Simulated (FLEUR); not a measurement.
# Collinear magnetic orders of free-standing square V monolayer, spacing 3.216 A with FLEUR

A self-consistent run ends on one state, which hangs on the start. Several orders of free-standing square V monolayer, spacing 3.216 A are started in FLEUR and their energies compared.

Program: FLEUR MaX-R8.1. Level of theory: PBE; all-electron FLAPW film, Dirac cores, scalar-relativistic bands. Results are calculated unless marked as measured.

Report form: the programs' logs are mostly left out.

**1. Starting point**

The cell holds 1 atom: 1 V. Cell: a = 3.216 Å, b = 3.216 Å, c = 14.000 Å, α = 90.0°, β = 90.0°, γ = 90.0°. Model lattice. Vacuum lies along c.

As a file:

```cif
data_structure
_symmetry_space_group_name_H-M 'P 1'
_symmetry_Int_Tables_number 1
_cell_length_a 3.2160
_cell_length_b 3.2160
_cell_length_c 14.0000
_cell_angle_alpha 90.000
_cell_angle_beta 90.000
_cell_angle_gamma 90.000
_cell_volume 144.80
loop_
_atom_site_label
_atom_site_type_symbol
_atom_site_fract_x
_atom_site_fract_y
_atom_site_fract_z
_atom_site_occupancy
V1 V 0.00000 0.00000 0.50000 1
```

**2. Run 1 (ferro +)**

The parallel start comes first: it shows whether parallel moments hold.

inpgen writes inp.xml from crystal.txt; cutoffs, mixing, functional, smearing and local orbitals are then set in the file. The k list default-1 (kpts.xml, not shown) is a Γ-centred 8×8×1 mesh; where the ranks do not divide the number of points, some are split in two of half the weight.

Contents of inp.xml:

```
<?xml version="1.0" encoding="UTF-8" standalone="no"?>
<fleurInput fleurInputVersion="0.39">
   <comment>
      V
   </comment>
   <calculationSetup>
      <cutoffs Kmax="3.6" Gmax="10.8" GmaxXC="10.8" numbands="0"/>
      <scfLoop itmax="120" minDistance="0.00002" maxIterBroyd="15" imix="Anderson" alpha="0.03" precondParam="0.0" spinf="2.0" sdNocoIR="T"/>
      <coreElectrons ctail="T" frcor="F" kcrel="0" coretail_lmax="0"/>
      <xcFunctional name="pbe" relativisticCorrections="F"/>
      <magnetism jspins="2"/>
      <soc l_soc="F" theta="0.0" phi="0.0" spav="F"/>
      <expertModes spex="0" secvar="F"/>
      <geometryOptimization l_f="F" forcealpha="1.0" forcemix="BFGS" epsdisp="0.00001" epsforce="0.00001"/>
      <ldaU l_linMix="F" mixParam="0.05" spinf="1.0"/>
   </calculationSetup>
   <cell>
      <bzIntegration valenceElectrons="13.0" mode="hist" fermiSmearingEnergy="0.00110248">
         <kPointListSelection listName="default-1"/>
         <xi:include xmlns:xi="http://www.w3.org/2001/XInclude" href="kpts.xml"> </xi:include>
      </bzIntegration>
      <xi:include xmlns:xi="http://www.w3.org/2001/XInclude" href="sym.xml"> </xi:include>
      <filmLattice scale="1.0" dVac="6.4" dTilda="8.9">
         <bravaisMatrixFilm>
            <row-1>    6.0773592167136004     0.0000000000000000</row-1>
            <row-2>    0.0000000000000000     6.0773592167136004</row-2>
         </bravaisMatrixFilm>
         <vacuumEnergyParameters vacuum="1" spinUp="-.25" spinDown="-.25"/>
      </filmLattice>
   </cell>
   <atomSpecies>
      <species name="Vanadium (1.500" element="V" atomicNumber="23">
         <mtSphere radius="2.8" gridPoints="925" logIncrement="0.013"/>
         <atomicCutoffs lmax="10" lnonsphr="8"/>
         <electronConfig flipSpins="F">
            <coreConfig>(1s1/2) (2s1/2) (2p1/2) (2p3/2)</coreConfig>
            <valenceConfig>(3s1/2) (3p1/2) (3p3/2) (4s1/2) (3d3/2) (3d5/2)</valenceConfig>
            <stateOccupation state="(3d3/2)" spinUp="0.6" spinDown="0.6"/>
            <stateOccupation state="(3d5/2)" spinUp="1.65" spinDown="0.15"/>
         </electronConfig>
         <energyParameters s="4" p="4" d="3" f="4"/>
         <lo type="SCLO" l="0" n="3" eDeriv="0"/>
         <lo type="SCLO" l="1" n="3" eDeriv="0"/>
      </species>
   </atomSpecies>
   <atomGroups>
      <atomGroup species="Vanadium (1.500">
         <filmPos label="                   1">.0000000000 .0000000000 .0000000000</filmPos>
         <force calculate="T" relaxXYZ="TTT"/>
      </atomGroup>
   </atomGroups>
   <output dos="F" band="F" slice="F">
      <bandDOS minEnergy="-.5*Htr" maxEnergy="0.5*Htr" sigma="0.015" storeEVData="T"/>
      <plotting iplot="0" polar="F">
         <plot TwoD="T" vec1="  1.0  0.0  0.0" vec2="  0.0  1.0  0.0" vec3="  0.0  0.0  1.0" zero="  0.0  0.0 -0.5" file="plot"/>
      </plotting>
      <moessbauerParams electricFieldGradient="F" isomerShift="F" coreHyperfine="F" valenceHyperfine="F"/>
   </output>
</fleurInput>
```

Contents of crystal.txt:

```
V
&input film=T cartesian=F /
3.21600000000  0.00000000000  0.00000000000
0.00000000000  3.21600000000  0.00000000000
0.00000000000  0.00000000000  1.00000000000
1.8897261246
1.0 1.0 1.0

1
23 0.00000000000  0.00000000000  0.00000000000 : 1.500

&kpt div1=8 div2=8 div3=1 gamma=T /
```

Run with:

```
OMP_NUM_THREADS=1 inpgen -f crystal.txt > inpgen.log  # inp.xml is then edited as shown
OMP_NUM_THREADS=1 mpirun -n 2 fleur_MPI > fleur.log
```

It took 31 s on 2 MPI ranks of Arm Neoverse V2, shared host; peak memory 0.15 GiB.

This step gave:

* free energy: -25828.8885 eV
* program's band gap on this mesh (in a metal only a level spacing): 0 eV
* magnetization: 3.844 μB
* final state: ferromagnetic
* largest moment: 3.275 μB

After 33 cycles the largest moment stands at 3.28 μB.

**3. Run 2 (antiferro q=(0,1/2,0) +-)**

Reversing part of the moments tests the sign of the couplings between them.

The cell is doubled to 2 atoms to hold this order. The mesh is halved along the doubled vector, so that both cells sample the same points. The k list default-1 (kpts.xml, not shown) is a Γ-centred 8×4×1 mesh.

inp.xml: that of step 2 with these lines changed.

```diff
@@ -17,3 +17,3 @@
    <cell>
-      <bzIntegration valenceElectrons="13.0" mode="hist" fermiSmearingEnergy="0.00110248">
+      <bzIntegration valenceElectrons="26.0" mode="hist" fermiSmearingEnergy="0.00110248">
          <kPointListSelection listName="default-1"/>
@@ -25,3 +25,3 @@
             <row-1>    6.0773592167136004     0.0000000000000000</row-1>
-            <row-2>    0.0000000000000000     6.0773592167136004</row-2>
+            <row-2>    0.0000000000000000    12.1547184334272007</row-2>
          </bravaisMatrixFilm>
@@ -44,2 +44,15 @@
       </species>
+      <species name="Vanadium (-1.500" element="V" atomicNumber="23">
+         <mtSphere radius="2.8" gridPoints="925" logIncrement="0.013"/>
+         <atomicCutoffs lmax="10" lnonsphr="8"/>
+         <electronConfig flipSpins="F">
+            <coreConfig>(1s1/2) (2s1/2) (2p1/2) (2p3/2)</coreConfig>
+            <valenceConfig>(3s1/2) (3p1/2) (3p3/2) (4s1/2) (3d3/2) (3d5/2)</valenceConfig>
+            <stateOccupation state="(3d3/2)" spinUp="0.6" spinDown="0.6"/>
+            <stateOccupation state="(3d5/2)" spinUp="0.15" spinDown="1.65"/>
+         </electronConfig>
+         <energyParameters s="4" p="4" d="3" f="4"/>
+         <lo type="SCLO" l="0" n="3" eDeriv="0"/>
+         <lo type="SCLO" l="1" n="3" eDeriv="0"/>
+      </species>
    </atomSpecies>
@@ -48,2 +61,6 @@
          <filmPos label="                   1">.0000000000 .0000000000 .0000000000</filmPos>
+         <force calculate="T" relaxXYZ="TTT"/>
+      </atomGroup>
+      <atomGroup species="Vanadium (-1.500">
+         <filmPos label="                   2">.0000000000 1.000/2.000 .0000000000</filmPos>
          <force calculate="T" relaxXYZ="TTT"/>
```

Contents of crystal.txt:

```
V
&input film=T cartesian=F /
3.21600000000  0.00000000000  0.00000000000
0.00000000000  6.43200000000  0.00000000000
0.00000000000  0.00000000000  1.00000000000
1.8897261246
1.0 1.0 1.0

2
23 0.00000000000  0.00000000000  0.00000000000 : 1.500
23 0.00000000000  0.50000000000  0.00000000000 : -1.500

&kpt div1=8 div2=4 div3=1 gamma=T /
```

Wall time 86 s (2 MPI ranks); peak memory 0.28 GiB; 2.9 min of CPU time.

This step gave:

| Quantity | Value |
| --- | --- |
| free energy | -51657.8895 eV |
| program's band gap on this mesh (in a metal only a level spacing) | 2.62e-7 eV |
| magnetization | 0 μB |
| final state | antiferromagnetic |
| largest moment | 3.217 μB |

It lies 56.3 meV a seeded atom under the first start, and its largest moment is 3.22 μB against 3.28 μB.

**4. Order 3, typed as antiferro q=(1/2,1/2,0) +-**

An opposed order shows whether neighbours prefer unlike signs.

The cell is doubled to 2 atoms to hold this order. The mesh is halved along the doubled vector, so that both cells sample the same points. The k list default-1 (kpts.xml, not shown) is a Γ-centred 4×8×1 mesh.

inp.xml: that of step 3 with these lines changed.

```diff
@@ -24,4 +24,4 @@
          <bravaisMatrixFilm>
-            <row-1>    6.0773592167136004     0.0000000000000000</row-1>
-            <row-2>    0.0000000000000000    12.1547184334272007</row-2>
+            <row-1>   12.1547184334272007     0.0000000000000000</row-1>
+            <row-2>    6.0773592167136004     6.0773592167136004</row-2>
          </bravaisMatrixFilm>
@@ -64,3 +64,3 @@
       <atomGroup species="Vanadium (-1.500">
-         <filmPos label="                   2">.0000000000 1.000/2.000 .0000000000</filmPos>
+         <filmPos label="                   2">1.000/2.000 .0000000000 .0000000000</filmPos>
          <force calculate="T" relaxXYZ="TTT"/>
```

Contents of crystal.txt:

```
V
&input film=T cartesian=F /
6.43200000000  0.00000000000  0.00000000000
3.21600000000  3.21600000000  0.00000000000
0.00000000000  0.00000000000  1.00000000000
1.8897261246
1.0 1.0 1.0

2
23 0.00000000000  0.00000000000  0.00000000000 : 1.500
23 0.50000000000  0.00000000000  0.00000000000 : -1.500

&kpt div1=4 div2=8 div3=1 gamma=T /
```

It took 66 s on 2 MPI ranks; peak memory 0.28 GiB; 2.2 min of CPU time.

Spin moment in the muffin-tin sphere by atom:

| atom | spin moment in the muffin-tin sphere (μB) |
| --- | --- |
| V1 | 3.02 |
| V2 | -3.02 |

Numbers from this step:

| Quantity | Value |
| --- | --- |
| free energy | -51657.7219 eV |
| program's band gap on this mesh (in a metal only a level spacing) | 0.04342 eV |
| magnetization | 0 μB |
| final state | antiferromagnetic |

It lies 27.5 meV a seeded atom over the first start, and its largest moment is 3.02 μB against 3.28 μB.

**5. Order 4, typed as no spin polarisation**

A spinless run gives the zero against which the gain from the moments is read.

The k list default-1 (kpts.xml, not shown) is a Γ-centred 8×8×1 mesh.

Contents of inp.xml:

```
<?xml version="1.0" encoding="UTF-8" standalone="no"?>
<fleurInput fleurInputVersion="0.39">
   <comment>
      V
   </comment>
   <calculationSetup>
      <cutoffs Kmax="3.6" Gmax="10.8" GmaxXC="10.8" numbands="0"/>
      <scfLoop itmax="120" minDistance="0.00002" maxIterBroyd="15" imix="Anderson" alpha="0.03" precondParam="0.0" spinf="2.0" sdNocoIR="T"/>
      <coreElectrons ctail="T" frcor="F" kcrel="0" coretail_lmax="0"/>
      <xcFunctional name="pbe" relativisticCorrections="F"/>
      <magnetism jspins="1"/>
      <soc l_soc="F" theta="0.0" phi="0.0" spav="F"/>
      <expertModes spex="0" secvar="F"/>
      <geometryOptimization l_f="F" forcealpha="1.0" forcemix="BFGS" epsdisp="0.00001" epsforce="0.00001"/>
      <ldaU l_linMix="F" mixParam="0.05" spinf="1.0"/>
   </calculationSetup>
   <cell>
      <bzIntegration valenceElectrons="13.0" mode="hist" fermiSmearingEnergy="0.00110248">
         <kPointListSelection listName="default-1"/>
         <xi:include xmlns:xi="http://www.w3.org/2001/XInclude" href="kpts.xml"> </xi:include>
      </bzIntegration>
      <xi:include xmlns:xi="http://www.w3.org/2001/XInclude" href="sym.xml"> </xi:include>
      <filmLattice scale="1.0" dVac="6.4" dTilda="8.9">
         <bravaisMatrixFilm>
            <row-1>    6.0773592167136004     0.0000000000000000</row-1>
            <row-2>    0.0000000000000000     6.0773592167136004</row-2>
         </bravaisMatrixFilm>
         <vacuumEnergyParameters vacuum="1" spinUp="-.25" spinDown="-.25"/>
      </filmLattice>
   </cell>
   <atomSpecies>
      <species name="Vanadium (V)" element="V" atomicNumber="23">
         <mtSphere radius="2.8" gridPoints="925" logIncrement="0.013"/>
         <atomicCutoffs lmax="10" lnonsphr="8"/>
         <electronConfig flipSpins="F">
            <coreConfig>(1s1/2) (2s1/2) (2p1/2) (2p3/2)</coreConfig>
            <valenceConfig>(3s1/2) (3p1/2) (3p3/2) (4s1/2) (3d3/2) (3d5/2)</valenceConfig>
            <stateOccupation state="(3d3/2)" spinUp="0.600000" spinDown="0.600000"/>
            <stateOccupation state="(3d5/2)" spinUp="0.900000" spinDown="0.900000"/>
         </electronConfig>
         <energyParameters s="4" p="4" d="3" f="4"/>
         <lo type="SCLO" l="0" n="3" eDeriv="0"/>
         <lo type="SCLO" l="1" n="3" eDeriv="0"/>
      </species>
   </atomSpecies>
   <atomGroups>
      <atomGroup species="Vanadium (V)">
         <filmPos label="                   1">.0000000000 .0000000000 .0000000000</filmPos>
         <force calculate="T" relaxXYZ="TTT"/>
      </atomGroup>
   </atomGroups>
   <output dos="F" band="F" slice="F">
      <bandDOS minEnergy="-.5*Htr" maxEnergy="0.5*Htr" sigma="0.015" storeEVData="T"/>
      <plotting iplot="0" polar="F">
         <plot TwoD="T" vec1="  1.0  0.0  0.0" vec2="  0.0  1.0  0.0" vec3="  0.0  0.0  1.0" zero="  0.0  0.0 -0.5" file="plot"/>
      </plotting>
      <moessbauerParams electricFieldGradient="F" isomerShift="F" coreHyperfine="F" valenceHyperfine="F"/>
   </output>
</fleurInput>
```

Contents of crystal.txt:

```
V
&input film=T cartesian=F /
3.21600000000  0.00000000000  0.00000000000
0.00000000000  3.21600000000  0.00000000000
0.00000000000  0.00000000000  1.00000000000
1.8897261246
1.0 1.0 1.0

1
23 0.00000000000  0.00000000000  0.00000000000

&kpt div1=8 div2=8 div3=1 gamma=T /
```

Wall time 15 s (2 MPI ranks); peak memory 0.13 GiB.

Numbers from this step:

- free energy: -25827.7250 eV
- program's band gap on this mesh (in a metal only a level spacing): 0.01849 eV
- final state: non-magnetic (no spin polarisation)

It lies 1163 meV a seeded atom over the first start.

**6. Ranking**

Free energies are divided by the number of seeded atoms, so that cells of unlike size compare. Wavevectors q in the names are fractions of the primitive cell's reciprocal vectors.

Orders:

| start | final state | typed order kept | energy over the lowest (meV a seeded atom) | largest sphere moment (μB) | net moment (μB a primitive cell) | mesh matched | CPU time (s) |
| --- | --- | --- | --- | --- | --- | --- | --- |
| ferro + | ferromagnetic | yes | 56.29 | 3.275 | 3.844 | yes | 61.2 |
| antiferro q=(0,1/2,0) +- | antiferromagnetic | yes | 0 | 3.217 | 0 | yes | 171.2 |
| antiferro q=(1/2,1/2,0) +- | antiferromagnetic | yes | 83.8 | 3.024 | 0 | yes | 131.9 |
| no spin polarisation | non-magnetic | - | 1220 | 0 | 0 | yes | 29.35 |

**7. Spin–orbit coupling, moments along z**

Spin–orbit coupling ties the spins to the lattice and lets orbital moments form.

A new self-consistent run of the start antiferro q=(0,1/2,0) +-, with the moments along z. The k list default-1 (kpts.xml, not shown) is a Γ-centred 8×4×1 mesh.

inp.xml: that of step 2 with these lines changed.

```diff
@@ -6,3 +6,3 @@
    <calculationSetup>
-      <cutoffs Kmax="3.6" Gmax="10.8" GmaxXC="10.8" numbands="0"/>
+      <cutoffs Kmax="3.6" Gmax="10.8" GmaxXC="10.8" numbands="66"/>
       <scfLoop itmax="120" minDistance="0.00002" maxIterBroyd="15" imix="Anderson" alpha="0.03" precondParam="0.0" spinf="2.0" sdNocoIR="T"/>
@@ -11,3 +11,3 @@
       <magnetism jspins="2"/>
-      <soc l_soc="F" theta="0.0" phi="0.0" spav="F"/>
+      <soc l_soc="T" theta="0.0" phi="0.0" spav="F"/>
       <expertModes spex="0" secvar="F"/>
@@ -17,3 +17,3 @@
    <cell>
-      <bzIntegration valenceElectrons="13.0" mode="hist" fermiSmearingEnergy="0.00110248">
+      <bzIntegration valenceElectrons="26.0" mode="hist" fermiSmearingEnergy="0.00110248">
          <kPointListSelection listName="default-1"/>
@@ -25,3 +25,3 @@
             <row-1>    6.0773592167136004     0.0000000000000000</row-1>
-            <row-2>    0.0000000000000000     6.0773592167136004</row-2>
+            <row-2>    0.0000000000000000    12.1547184334272007</row-2>
          </bravaisMatrixFilm>
@@ -44,2 +44,15 @@
       </species>
+      <species name="Vanadium (-1.500" element="V" atomicNumber="23">
+         <mtSphere radius="2.8" gridPoints="925" logIncrement="0.013"/>
+         <atomicCutoffs lmax="10" lnonsphr="8"/>
+         <electronConfig flipSpins="F">
+            <coreConfig>(1s1/2) (2s1/2) (2p1/2) (2p3/2)</coreConfig>
+            <valenceConfig>(3s1/2) (3p1/2) (3p3/2) (4s1/2) (3d3/2) (3d5/2)</valenceConfig>
+            <stateOccupation state="(3d3/2)" spinUp="0.6" spinDown="0.6"/>
+            <stateOccupation state="(3d5/2)" spinUp="0.15" spinDown="1.65"/>
+         </electronConfig>
+         <energyParameters s="4" p="4" d="3" f="4"/>
+         <lo type="SCLO" l="0" n="3" eDeriv="0"/>
+         <lo type="SCLO" l="1" n="3" eDeriv="0"/>
+      </species>
    </atomSpecies>
@@ -48,2 +61,6 @@
          <filmPos label="                   1">.0000000000 .0000000000 .0000000000</filmPos>
+         <force calculate="T" relaxXYZ="TTT"/>
+      </atomGroup>
+      <atomGroup species="Vanadium (-1.500">
+         <filmPos label="                   2">.0000000000 1.000/2.000 .0000000000</filmPos>
          <force calculate="T" relaxXYZ="TTT"/>
```

Contents of crystal.txt:

```
V
&input film=T cartesian=F /
3.21600000000  0.00000000000  0.00000000000
0.00000000000  6.43200000000  0.00000000000
0.00000000000  0.00000000000  1.00000000000
1.8897261246
1.0 1.0 1.0

2
23 0.00000000000  0.00000000000  0.00000000000 : 1.500
23 0.00000000000  0.50000000000  0.00000000000 : -1.500

&soc 0.0000000 0.0000000 /
&kpt div1=8 div2=4 div3=1 gamma=T /
```

It took 2.1 min on 2 MPI ranks; peak memory 0.41 GiB; 4.1 min of CPU time.

Read from the output:

```
free energy                                                       : -51657.8987 eV
program's band gap on this mesh (in a metal only a level spacing) : 2.99e-7 eV
magnetization                                                     : 0 μB
final state                                                       : antiferromagnetic
largest moment                                                    : 3.217 μB
orbital moment along the spin                                     : -0.05604 μB
```

Orbital moment in the sphere, along the spin axis by atom:

| atom | orbital moment in the sphere, along the spin axis (μB) |
| --- | --- |
| V1 | -0.0560 |
| V2 | 0.0560 |

**8. Outcome**

| Property | Result |
| --- | --- |
| lowest state found | antiferromagnetic (typed antiferro q=(0,1/2,0) +-) |
| largest site spin moment | 3.22 μB |
| next finished state | ferromagnetic, 56.3 meV a seeded atom higher |
| energy gained by spin polarisation | 1220 meV a seeded atom |
| orbital moment on the atom of largest spin, along its spin (spin–orbit run) | -0.0560 μB |

What this shows: The lowest state found is antiferromagnetic, reached from the start antiferro q=(0,1/2,0) +-, with moments up to 3.22 μB. The next finished state costs 56 meV a seeded atom. Forming the largest moments gains far more than ordering them, so they should outlast the ordering temperature. The orbital moment is antiparallel to the spin, as Hund's third rule has it for a shell under half filled. This is the lowest of 4 finished starts, no proof of the ground state.

[Logs and program files are shortened in this print: banners, set-up blocks, solver, clock and traceback lines can be left out without a mark of their own.]

[Logs are printed without paths, hosts, clocks, repeated set-up lines and the standing remarks that a program may print on its own settings, such as how far it seeks lower states.]

[Hosts, paths, dates, database ids (printed as entryN), source tags and the programs' standing remarks are cut or masked in the printed files.]

[Where a cell is said to come from a database of computed structures, the database is the Materials Project.]
